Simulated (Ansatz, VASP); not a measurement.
SnTe in VASP and in Ansatz

POSCAR

```
SnTe
1.0
    0.0000000000      3.1893545849      3.1893545849
    3.1893545849      0.0000000000      3.1893545849
    3.1893545849      3.1893545849      0.0000000000
Sn Te
1 1
Direct
    0.0000000000      0.0000000000      0.0000000000
    0.5000000000      0.5000000000      0.5000000000
```

Contents of INCAR.step1:

```
PREC     = Accurate       # precision mode
ENCUT    = 520            # plane-wave cutoff, eV
ISMEAR   = -1             # smearing method
SIGMA    = 0.02           # smearing width, eV
LREAL    = False          # projectors in reciprocal space
LASPH    = True           # aspherical terms in the spheres
NELM     = 60             # most SCF steps
NBANDS   = 17             # bands
GGA      = PE             # functional
ALGO     = Normal         # electronic algorithm
EDIFF    = 1E-4           # SCF threshold, eV
LWAVE    = True           # write WAVECAR
LCHARG   = False          # write CHGCAR
```

The input INCAR.step2:

```
PREC     = Accurate       # precision mode
ENCUT    = 520            # plane-wave cutoff, eV
EDIFF    = 1E-6           # SCF threshold, eV
ISMEAR   = -1             # smearing method
SIGMA    = 0.02           # smearing width, eV
LREAL    = False          # projectors in reciprocal space
LASPH    = True           # aspherical terms in the spheres
NELM     = 60             # most SCF steps
ALGO     = Normal         # electronic algorithm
ISIF     = 2              # what is computed and relaxed
LWAVE    = False          # write WAVECAR
LCHARG   = True           # write CHGCAR
METAGGA  = R2SCAN         # meta-GGA
LMIXTAU  = True         
LELF     = True           # ELF
LVHAR    = True         
NBANDS   = 17             # bands
ISTART   = 1
```

File KPOINTS:

```
Automatic mesh
0
Gamma
  8 8 8
```

Input for Ansatz:

```yaml
crystal:
  lattice:
    - [0.0, 3.1893545849, 3.1893545849]
    - [3.1893545849, 0.0, 3.1893545849]
    - [3.1893545849, 3.1893545849, 0.0]
  atoms:
    - { symbol: Sn, position: [0.0, 0.0, 0.0] }
    - { symbol: Te, position: [0.5, 0.5, 0.5] }
kpoints:
  mp_grid: { grid: [8, 8, 8] }
  band_path:
    path:
      - [0.0, 0.0, 0.0]
      - [0.5, 0.0, 0.5]
      - [0.625, 0.25, 0.625]
      - [0.375, 0.375, 0.75]
      - [0.5, 0.5, 0.5]
      - [0.5, 0.25, 0.75]
    npoints: 1
hamiltonian:
  xc: r2scan
scf:
  occupations: { method: fermi_dirac, width: 0.02 }
  n_extra_bands: 4
output:
  forces: true
  stress: true
  eigenvalues: true
```

Alike in both runs: task single point; functional r2SCAN; k mesh 8 × 8 × 8; occupations fermi-dirac, width 0.02 eV; no spin polarisation.

```csv
,VASP,Ansatz
version,VASP 6.6.1,Ansatz 0.2.0
potentials or method,"VASP PAW PBE potentials, release 64 (Sn_d, Te)","plane waves, PAW"
plane-wave cutoff (eV),520,500
valence electrons in the cell,20,30
```

|  | VASP | Ansatz | Ansatz less VASP |
| --- | --- | --- | --- |
| pressure (GPa) | -0.1 | -0.1 | -0.01 |

The functional is the same, so the differences come from potentials, cutoffs and numerics. The two sets of potentials don't hold the same shells in valence.

Caveats: the PAW data sets were made with another functional, which shifts forces and pressure a little (VASP); spin-orbit coupling is left out, which moves the levels of the heavy elements.
